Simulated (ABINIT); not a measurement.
# Eu (Im-3m) in ABINIT: equation of state

Aim: energy against volume of Eu in PBE, for its equilibrium volume and stiffness.

All numbers are computed with ABINIT 10.8.3 (patched build); they aren't measurements. Logs are shortened: lines on timing, memory, paths and dates and some standing lists are left out, and cuts for length are marked. The log counts tension as positive stress, the text compression.

## 1. Starting point

The structure is cubic, space group Im-3m (No. 229). The conventional cell has a = 4.606 Å, b = 4.606 Å, c = 4.606 Å, α = 90.00°, β = 90.00°, γ = 90.00°. Eu (site symmetry m-3m) has 8 Eu at 3.99 Å as nearest neighbours.

## 2. Equation of state, PBE, collinear spin, ferromagnetic start

The input, run.abi:

```
ndtset 7
getwfk -1
scalecart1 3*0.9795861087
scalecart2 3*0.9864848297
scalecart3 3*0.9932883884
scalecart4 3*1.0000000000
scalecart5 3*1.0066227096
scalecart6 3*1.0131594038
scalecart7 3*1.0196128224

pp_dirpath "./"
pseudos "Eu.GGA_PBE-JTH.xml"

acell 3.9889130098 3.9889130098 3.9889130098 Angstrom
rprim
    -0.5773502692     0.5773502692     0.5773502692
     0.5773502692    -0.5773502692     0.5773502692
     0.5773502692     0.5773502692    -0.5773502692
ntypat 1
znucl 63
natom 1
typat 1
xred
     0.0000000000     0.0000000000     0.0000000000

ecut 20.0
pawecutdg 40.0

kptopt 1
ngkpt 8 8 8
nshiftk 1
shiftk 0.0 0.0 0.0

ixc 11

nband 18
occopt 3
tsmear 0.00183747

nsppol 2
spinat
     0.0000000000     0.0000000000     7.0000000000

nstep 100
tolvrs 1.0e-9

iomode 3
prtwf 1
prtden 0
prteig 0
prtebands 0
enunit 2
```

Potentials or basis: JTH PAW PBE v2.0.

Run with:

```sh
> abinit run.abi > log 2>&1
```

run.abo:

```text
.Version 10.8.3 of ABINIT
 DATASET    1 : space group Im -3 m (#229); Bravais cI (body-center cubic)
================================================================================
 Values of the parameters that define the memory need for DATASET  1.
     intxc =       0    ionmov =       0      iscf =      17    lmnmax =      32
     lnmax =       8     mgfft =      30  mpssoang =       4    mqgrid =    3001
     natom =       1  nloc_mem =       2    nspden =       2   nspinor =       1
    nsppol =       2      nsym =      48    n1xccc =       1    ntypat =       1
    occopt =       3   xclevel =       2
       mpw =        1345          nfft =       27000          nkpt =          29
 PAW method is used; the additional fine FFT grid is defined by:
   mgfftf=        45    nfftf =     91125
================================================================================
================================================================================
[... 71 lines left out ...]
 DATASET    7 : space group Im -3 m (#229); Bravais cI (body-center cubic)
================================================================================
 Values of the parameters that define the memory need for DATASET  7.
     intxc =       0    ionmov =       0      iscf =      17    lmnmax =      32
     lnmax =       8     mgfft =      32  mpssoang =       4    mqgrid =    3001
     natom =       1  nloc_mem =       2    nspden =       2   nspinor =       1
    nsppol =       2      nsym =      48    n1xccc =       1    ntypat =       1
    occopt =       3   xclevel =       2
       mpw =        1508          nfft =       32768          nkpt =          29
 PAW method is used; the additional fine FFT grid is defined by:
   mgfftf=        45    nfftf =     91125
================================================================================
================================================================================

--------------------------------------------------------------------------------
------------- Echo of variables that govern the present computation ------------
--------------------------------------------------------------------------------
 -outvars: echo values of preprocessed input variables --------
            acell      7.5379531286E+00  7.5379531286E+00  7.5379531286E+00 Bohr
              amu      1.51965000E+02
             ecut      2.00000000E+01 Hartree
           enunit           2
           getwfk          -1
              ixc          11
           jdtset        1    2    3    4    5    6    7
         kptrlatt        8    0    0      0    8    0      0    0    8
          kptrlen1     5.90725934E+01
          kptrlen2     5.94886113E+01
          kptrlen3     5.98988905E+01
          kptrlen4     6.03036250E+01
          kptrlen5     6.07029984E+01
          kptrlen6     6.10971848E+01
          kptrlen7     6.14863493E+01
            natom           1
            nband          18
           ndtset           7
            ngfft1         30      30      30
            ngfft2         30      30      30
            ngfft3         32      32      32
            ngfft4         32      32      32
            ngfft5         32      32      32
            ngfft6         32      32      32
            ngfft7         32      32      32
          ngfftdg          45      45      45
             nkpt          29
           nspden           2
           nsppol           2
            nstep         100
             nsym          48
           ntypat           1
           occopt           3
        pawecutdg      4.00000000E+01 Hartree
         pawxcdev           0
           prtden           0
        prtebands           0
           prteig           0
            rprim1    -5.6556430356E-01  5.6556430356E-01  5.6556430356E-01
                       5.6556430356E-01 -5.6556430356E-01  5.6556430356E-01
                       5.6556430356E-01  5.6556430356E-01 -5.6556430356E-01
            rprim2    -5.6954728199E-01  5.6954728199E-01  5.6954728199E-01
                       5.6954728199E-01 -5.6954728199E-01  5.6954728199E-01
                       5.6954728199E-01  5.6954728199E-01 -5.6954728199E-01
            rprim3    -5.7347531844E-01  5.7347531844E-01  5.7347531844E-01
                       5.7347531844E-01 -5.7347531844E-01  5.7347531844E-01
                       5.7347531844E-01  5.7347531844E-01 -5.7347531844E-01
            rprim4    -5.7735026920E-01  5.7735026920E-01  5.7735026920E-01
                       5.7735026920E-01 -5.7735026920E-01  5.7735026920E-01
                       5.7735026920E-01  5.7735026920E-01 -5.7735026920E-01
            rprim5    -5.8117389237E-01  5.8117389237E-01  5.8117389237E-01
                       5.8117389237E-01 -5.8117389237E-01  5.8117389237E-01
                       5.8117389237E-01  5.8117389237E-01 -5.8117389237E-01
            rprim6    -5.8494785453E-01  5.8494785453E-01  5.8494785453E-01
                       5.8494785453E-01 -5.8494785453E-01  5.8494785453E-01
                       5.8494785453E-01  5.8494785453E-01 -5.8494785453E-01
            rprim7    -5.8867373749E-01  5.8867373749E-01  5.8867373749E-01
                       5.8867373749E-01 -5.8867373749E-01  5.8867373749E-01
                       5.8867373749E-01  5.8867373749E-01 -5.8867373749E-01
          spgroup         229
           spinat      0.0000000000E+00  0.0000000000E+00  7.0000000000E+00
           tolvrs      1.00000000E-09
           tsmear      1.83747000E-03 Hartree
            typat      1
           useylm           1
            znucl       63.00000

================================================================================

 chkinp: Checking input parameters for consistency, jdtset=   1.

 chkinp: Checking input parameters for consistency, jdtset=   2.

 chkinp: Checking input parameters for consistency, jdtset=   3.

 chkinp: Checking input parameters for consistency, jdtset=   4.
[... 31 lines left out ...]
 getcut: wavevector=  0.0000  0.0000  0.0000  ngfft=  30  30  30
         ecut(hartree)=     20.000   => boxcut(ratio)=   2.01811

 Fine grid specifications (used for densities):

 getcut: wavevector=  0.0000  0.0000  0.0000  ngfft=  45  45  45
         ecut(hartree)=     40.000   => boxcut(ratio)=   2.09404

--- Pseudopotential description ------------------------------------------------
- pspini: atom type   1  psp file is ./Eu.GGA_PBE-JTH.xml
 Pseudopotential format is: paw10
 basis_size (lnmax)=  8 (lmn_size= 32), orbitals=   0   0   1   1   2   2   3   3
 Spheres core radius: rc_sph= 2.52170005
 Shapefunction is SIN type: shapef(r)=[sin(pi*r/rshp)/(pi*r/rshp)]**2
 Radius for shape functions =  2.30830346
 Compensation charge density is not taken into account in XC energy/potential

   1.37370449E+03                                ecore*ucvol(ha*bohr**3)
--------------------------------------------------------------------------------

================================================================================

--- !BeginCycle
iteration_state: {dtset: 1, }
solver: {iscf: 17, nstep: 100, nline: 4, wfoptalg: 10, }
tolerances: {tolvrs: 1.00E-09, }
...

     iter   Etot(hartree)      deltaE(h)  residm     nres2   difmagsph maxmagsph
 ETOT  1  -100.66978254763    -1.007E+02 2.434E+00 7.609E+02 1.043E+00 1.043E+00
 ETOT  2  -108.21745856397    -7.548E+00 1.338E+00 1.773E+03 5.520E-02 9.875E-01
 ETOT  3  -97.812122800107     1.041E+01 4.118E-01 5.421E+02 4.005E+00 4.992E+00
 ETOT  4  -97.364441343847     4.477E-01 2.959E-02 3.311E+02 7.247E-03 4.985E+00
 ETOT  5  -96.959122838311     4.053E-01 1.717E-02 2.516E+02 6.039E-03 4.979E+00
 ETOT  6  -96.410940662562     5.482E-01 7.638E-02 7.879E+01 1.514E+00 6.492E+00
 ETOT  7  -96.589102870865    -1.782E-01 4.395E-01 2.764E+02 3.430E+00 3.063E+00
 ETOT  8  -96.418262164296     1.708E-01 5.487E-02 4.579E+01 2.102E+00 5.165E+00
 ETOT  9  -96.415660082695     2.602E-03 2.209E-03 2.197E+01 5.152E-01 5.680E+00
 ETOT 10  -96.462313860413    -4.665E-02 5.826E-03 1.186E+02 1.318E+00 4.362E+00
[... 44 further cycles ...]
 ETOT 55  -96.435934902847    -4.430E-07 5.465E-04 7.948E-04 4.075E-04 6.790E+00
 ETOT 56  -96.435934479227     4.236E-07 3.387E-04 1.203E-04 1.099E-03 6.791E+00
 ETOT 57  -96.435934593747    -1.145E-07 1.299E-03 1.460E-05 1.081E-03 6.793E+00
 ETOT 58  -96.435934631278    -3.753E-08 3.662E-04 2.968E-06 1.659E-04 6.793E+00
 ETOT 59  -96.435934639525    -8.247E-09 4.770E-04 5.860E-06 1.871E-05 6.793E+00
 ETOT 60  -96.435934638287     1.238E-09 1.223E-04 3.802E-06 6.532E-05 6.793E+00
 ETOT 61  -96.435934636449     1.838E-09 1.137E-04 1.562E-06 9.422E-05 6.793E+00
 ETOT 62  -96.435934635031     1.418E-09 2.851E-05 8.510E-09 1.772E-04 6.793E+00
 ETOT 63  -96.435934635270    -2.386E-10 2.815E-05 4.303E-08 2.437E-05 6.793E+00
 ETOT 64  -96.435934635242     2.755E-11 2.431E-05 1.519E-10 2.924E-05 6.793E+00
[... 1459 lines left out ...]
 Cartesian components of stress tensor (hartree/bohr^3)
  sigma(1 1)=  9.10739204E-05  sigma(3 2)=  0.00000000E+00
  sigma(2 2)=  9.10739204E-05  sigma(3 1)=  0.00000000E+00
  sigma(3 3)=  9.10739204E-05  sigma(2 1)=  0.00000000E+00

-Cartesian components of stress tensor (GPa)         [Pressure= -2.6795E+00 GPa]
- sigma(1 1)=  2.67948725E+00  sigma(3 2)=  0.00000000E+00
- sigma(2 2)=  2.67948725E+00  sigma(3 1)=  0.00000000E+00
- sigma(3 3)=  2.67948725E+00  sigma(2 1)=  0.00000000E+00

== END DATASET(S) ==============================================================
================================================================================

 -outvars: echo values of variables after computation  --------
            acell      7.5379531286E+00  7.5379531286E+00  7.5379531286E+00 Bohr
           etotal1    -9.6435934635E+01
           etotal2    -9.6435521008E+01
           etotal3    -9.6435069255E+01
           etotal4    -9.6434577979E+01
           etotal5    -9.6434052927E+01
           etotal6    -9.6433496643E+01
           etotal7    -9.6432912031E+01
            fcart1    -0.0000000000E+00 -0.0000000000E+00 -0.0000000000E+00
            fcart2    -0.0000000000E+00 -0.0000000000E+00 -0.0000000000E+00
            fcart3    -0.0000000000E+00 -0.0000000000E+00 -0.0000000000E+00
            fcart4    -0.0000000000E+00 -0.0000000000E+00 -0.0000000000E+00
            fcart5    -0.0000000000E+00 -0.0000000000E+00 -0.0000000000E+00
            fcart6    -0.0000000000E+00 -0.0000000000E+00 -0.0000000000E+00
            fcart7    -0.0000000000E+00 -0.0000000000E+00 -0.0000000000E+00
            rprim1    -5.6556430356E-01  5.6556430356E-01  5.6556430356E-01
                       5.6556430356E-01 -5.6556430356E-01  5.6556430356E-01
                       5.6556430356E-01  5.6556430356E-01 -5.6556430356E-01
            rprim2    -5.6954728199E-01  5.6954728199E-01  5.6954728199E-01
                       5.6954728199E-01 -5.6954728199E-01  5.6954728199E-01
                       5.6954728199E-01  5.6954728199E-01 -5.6954728199E-01
            rprim3    -5.7347531844E-01  5.7347531844E-01  5.7347531844E-01
                       5.7347531844E-01 -5.7347531844E-01  5.7347531844E-01
[... 9 lines left out ...]
                       5.8494785453E-01  5.8494785453E-01 -5.8494785453E-01
            rprim7    -5.8867373749E-01  5.8867373749E-01  5.8867373749E-01
                       5.8867373749E-01 -5.8867373749E-01  5.8867373749E-01
                       5.8867373749E-01  5.8867373749E-01 -5.8867373749E-01
           strten1     6.0297350488E-05  6.0297350488E-05  6.0297350488E-05
                       0.0000000000E+00  0.0000000000E+00  0.0000000000E+00
           strten2     6.6132565695E-05  6.6132565695E-05  6.6132565695E-05
                       0.0000000000E+00  0.0000000000E+00  0.0000000000E+00
           strten3     7.2155355078E-05  7.2155355078E-05  7.2155355078E-05
                       0.0000000000E+00  0.0000000000E+00  0.0000000000E+00
           strten4     7.7781292998E-05  7.7781292998E-05  7.7781292998E-05
                       0.0000000000E+00  0.0000000000E+00  0.0000000000E+00
           strten5     8.2465139040E-05  8.2465139040E-05  8.2465139040E-05
                       0.0000000000E+00  0.0000000000E+00  0.0000000000E+00
           strten6     8.7069601555E-05  8.7069601555E-05  8.7069601555E-05
                       0.0000000000E+00  0.0000000000E+00  0.0000000000E+00
           strten7     9.1073920368E-05  9.1073920368E-05  9.1073920368E-05
                       0.0000000000E+00  0.0000000000E+00  0.0000000000E+00
 Calculation completed.
```

Run time: 9.6 min. Hardware: 1 thread of Arm Neoverse V1, shared host; peak memory 0.21 GiB.

Results:

* Equilibrium volume: outside the volumes run

Energy against volume, from the lowest point:
| volume (Å³/atom) | energy (meV/atom) |
| --- | --- |
| 45.927 | 0.00 |
| 46.904 | 11.26 |
| 47.882 | 23.55 |
| 48.859 | 36.92 |
| 49.836 | 51.20 |
| 50.813 | 66.34 |
| 51.790 | 82.25 |

 The state reached can hang on the start; a lower one may exist.
